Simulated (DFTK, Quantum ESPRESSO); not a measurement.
This is a calculation of SnTe for DFTK 0.8.2. 

The input run.jl:

```julia
using DFTK
using PseudoPotentialData
using Unitful, UnitfulAtomic
using LinearAlgebra, Printf
include("save.jl")
disable_threading()

# lattice vectors are the columns
lattice = austrip(1u"Å") * [           0.0        3.15085        3.15085;
                  3.15085            0.0        3.15085;
                  3.15085        3.15085            0.0]
symbols   = [:Te, :Sn]
positions = [[0.5, 0.5, 0.5],
             [0.0, 0.0, 0.0]]
pseudopotentials = PseudoFamily("dojo.nc.sr.pbesol.v0_4_1.standard.upf")
elements = Dict(s => ElementPsp(s, pseudopotentials) for s in unique(symbols))
atoms    = [elements[s] for s in symbols]

build_model(lattice, positions; symmetries=true) =
    model_DFT(lattice, atoms, positions;
              functionals=PBEsol(),
              temperature=austrip(0.05u"eV"),
              smearing=Smearing.FermiDirac(),
              symmetries)
Ecut  = 40.0  # hartree
kgrid = [7, 7, 7]
tol   = 1e-6
to_GPa = ustrip(uconvert(u"GPa", 1u"hartree/bohr^3"))

model = build_model(lattice, positions)
basis = PlaneWaveBasis(model; Ecut, kgrid)
display(basis)
scfres = self_consistent_field(basis;
                               tol,
                               nbandsalg=AdaptiveBands(model; n_bands_converge=20))
display(scfres.energies)
@printf "Fermi level: %.6f eV\n" ustrip(auconvert(u"eV", something(scfres.εF, NaN)))
forces = compute_forces_cart(scfres)
println("Forces (eV/Å)")
for (s, f) in zip(symbols, forces)
    @printf "%-3s %12.6f %12.6f %12.6f\n" s ustrip.(auconvert.(u"eV/Å", f))...
end
stress = compute_stresses_cart(scfres)
println("Stress (GPa)")
display(round.(stress * to_GPa; digits=4))
println("Levels at the first k-point (eV): ", round.(ustrip.(auconvert.(u"eV", scfres.eigenvalues[1][1:scfres.n_bands_converge])); digits=4))
save_scf!(scfres; forces, stress)
```

Potentials or basis: dojo.nc.sr.pbesol.v0_4_1.standard.upf (PBEsol).

Run with:

```console
$ julia --threads=1 run.jl  # save.jl only writes the numbers to a file and isn't shown; printed stress counts tension as positive; times include loading and compiling
```

**Question.** Set up the same calculation for Quantum ESPRESSO 7.5. Potentials or basis there: GBRV 1.5 PBEsol, cutoff 925 eV.

**Answer.** As run (cutoffs and basis follow the program's own potentials, and thresholds, step limits or extra output files can differ):

File pw.in:

```
&CONTROL
  calculation = 'scf'
  prefix = 'pwscf'
  outdir = './tmp'
  pseudo_dir = './pseudo'
  tprnfor = .true.
  tstress = .true.
  disk_io = 'low'
/
&SYSTEM
  ibrav = 0
  nat = 2
  ntyp = 2
  ecutwfc = 68
  ecutrho = 544
  nbnd = 16
  occupations = 'smearing'
  smearing = 'fd'
  degauss = 0.00367493
/
&ELECTRONS
  conv_thr = 4d-10
  electron_maxstep = 120
  mixing_beta = 0.5
/
ATOMIC_SPECIES
Te   127.6000 te_pbesol_v1.uspp.F.UPF
Sn   118.7100 sn_pbesol_v1.4.uspp.F.UPF
CELL_PARAMETERS angstrom
   0.0000000000    3.1508500000    3.1508500000
   3.1508500000    0.0000000000    3.1508500000
   3.1508500000    3.1508500000    0.0000000000
ATOMIC_POSITIONS crystal
Te     0.5000000000    0.5000000000    0.5000000000
Sn     0.0000000000    0.0000000000    0.0000000000
K_POINTS automatic
7 7 7 0 0 0
```

File pp_density.in:

```
&INPUTPP
  prefix = 'pwscf'
  outdir = './tmp'
  filplot = 'density.dat'
  plot_num = 0
/
&PLOT
  nfile = 1
  filepp(1) = 'density.dat'
  iflag = 3
  output_format = 6
  fileout = 'density.cube'
/
```

File pp_potential.in:

```
&INPUTPP
  prefix = 'pwscf'
  outdir = './tmp'
  filplot = 'potential.dat'
  plot_num = 11
/
&PLOT
  nfile = 1
  filepp(1) = 'potential.dat'
  iflag = 3
  output_format = 6
  fileout = 'potential.cube'
/
```

Potentials or basis: GBRV 1.5 PBEsol.

The run is started by

```console
$ OMP_NUM_THREADS=1 mpirun -n 2 pw.x -nk 2 -in pw.in > pw.out
$ OMP_NUM_THREADS=1 mpirun -n 1 pp.x -in pp_density.in > pp_density.out
$ OMP_NUM_THREADS=1 mpirun -n 1 pp.x -in pp_potential.in > pp_potential.out
```

Both were run:

|  | DFTK | Quantum ESPRESSO |
| --- | --- | --- |
| Pressure | -0.3 GPa | -0.6 GPa |

The potentials hold 30 and 20 valence electrons a cell.

Pressure is positive in compression.
